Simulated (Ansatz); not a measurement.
# From the elastic tensor of WS$_{2}$ to moduli and sound speeds

Level of theory: Ansatz, DFT LDA, scalar-relativistic, plane waves, PAW. Cutoff 420 eV, 12×12×12 k-points (Γ-centred), fixed occupations. No spin polarisation.

Symmetry: R3m, No. 160, trigonal system. Conventional cell: a = 3.130 Å, b = 3.130 Å, c = 18.174 Å, α = 90.00°, β = 90.00°, γ = 120.00°. Around W (site symmetry 3m) lie 6 S at 2.39 Å. S (site symmetry 3m) is surrounded by 3 W at 2.39 Å. S (site symmetry 3m) is surrounded by 3 W at 2.39 Å.

The crystal is built of layers and no dispersion correction was added, so the binding between them is poorly described, and with it their spacing and whatever depends on it. Spin–orbit coupling is left out, which can shift energies with elements as heavy as these.

Relaxed-ion constants (GPa, on the Cartesian axes of the calculation):
```
263.1  58.1  14.6   4.5   0.0   0.0
 58.1 263.1  14.6  -4.5   0.0   0.0
 14.6  14.6  44.0   0.0   0.0   0.0
  4.5  -4.5   0.0  19.7   0.0   0.0
  0.0   0.0   0.0   0.0  19.7   4.5
  0.0   0.0   0.0   0.0   4.5 102.5
```

Density 8.011 g/cm³; 3 atoms in 51.40 Å³.

The values that follow are for a polycrystal of randomly turned grains, by Hill's mean where one number stands. In a crystal this anisotropic the Voigt and Reuss bounds lie far apart, so Hill's mean and the sound speeds and Debye temperature from it are rough.

```json
{"Bulk modulus, Voigt / Reuss / Hill": "82.8 / 39.0 / 60.9 GPa", "Shear modulus, Voigt / Reuss / Hill": "60.6 / 31.6 / 46.1 GPa", "Young's modulus": "110 GPa", "Poisson ratio": "0.198", "Pugh ratio B/G": "1.32", "Universal anisotropy index": "5.71", "Longitudinal and transverse sound speeds": "3908 and 2398 m/s", "Debye temperature from the mean sound speed": "306 K"}
```

This form isn't the usual stable structure of the compound.

Cost: 1 run of about 18 core-minutes, on Arm Neoverse V2 (shared hosts).